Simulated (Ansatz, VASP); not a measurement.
# Si: VASP beside Ansatz

```
CELL_PARAMETERS angstrom
0.00000 2.71547 2.66116
2.71547 0.00000 2.66116
2.71547 2.71547 0.00000
ATOMIC_POSITIONS crystal
Si 0.50000 0.50000 0.50000
Si 0.75000 0.75000 0.75000
```

Change from the starting cell: zz strain of -2 %.

Alike in both runs: task single point; functional LDA; k mesh 11 × 11 × 11; occupations fermi-dirac, width 0.08 eV; no spin polarisation.

|  | VASP | Ansatz |
| --- | --- | --- |
| version | VASP 6.6.1 | Ansatz 0.2.0 |
| potentials or method | VASP PAW LDA potentials, release 64 (Si), cutoff 520 eV | all-electron LAPW, scalar-relativistic |

|  | VASP | Ansatz | Ansatz less VASP |
| --- | --- | --- | --- |
| pressure (GPa) | 0.4 | 0.3 | -0.11 |
| largest component of the traceless stress (GPa) | 1.23 | 1.23 | +0.002 |

Ansatz ran all-electron here, so the differences hold the error of VASP's frozen core and of both bases.
